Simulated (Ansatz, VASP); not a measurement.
**Hf in VASP and in Ansatz**

```
CELL_PARAMETERS angstrom
0.00000 2.67020 5.39080
1.59945 0.00000 5.39080
1.59945 2.67020 0.00000
ATOMIC_POSITIONS crystal
Hf 0.86421 0.86421 0.13579
Hf 0.13579 0.13579 0.86421
```

Alike in both runs: functional PBE; k mesh 20 × 20 × 20; occupations gaussian, width 0.1 eV; no spin polarisation.

Ansatz relaxed the structure, and its values are those at the end. VASP's run is a single point on that final structure, the one shown.

|  | VASP | Ansatz |
| --- | --- | --- |
| version | VASP 6.6.1 | Ansatz 0.2.0 |
| potentials or method | VASP PAW PBE potentials, release 64 (Hf_pv) | scalar-relativistic, plane waves, PAW |
| plane-wave cutoff (eV) | 520 | 420 |
| valence electrons in the cell | 20 | 52 |

Ansatz gave:

| Property | Result |
| --- | --- |
| gap on the k mesh at the Fermi level (eV) | none |
| pressure (GPa) | 0.0 |
| rms of the force components (eV/Å) | 0.003 |

Estimate VASP's values.

gap on the k mesh at the Fermi level (eV): none; pressure (GPa): -0.4; rms of the force components (eV/Å): 0.017.

A gap of «none» marks a metal or a gap that the smearing closes. The two sets of potentials don't hold the same shells in valence.

The runs have no spin-orbit coupling, so splittings on Hf are missing.
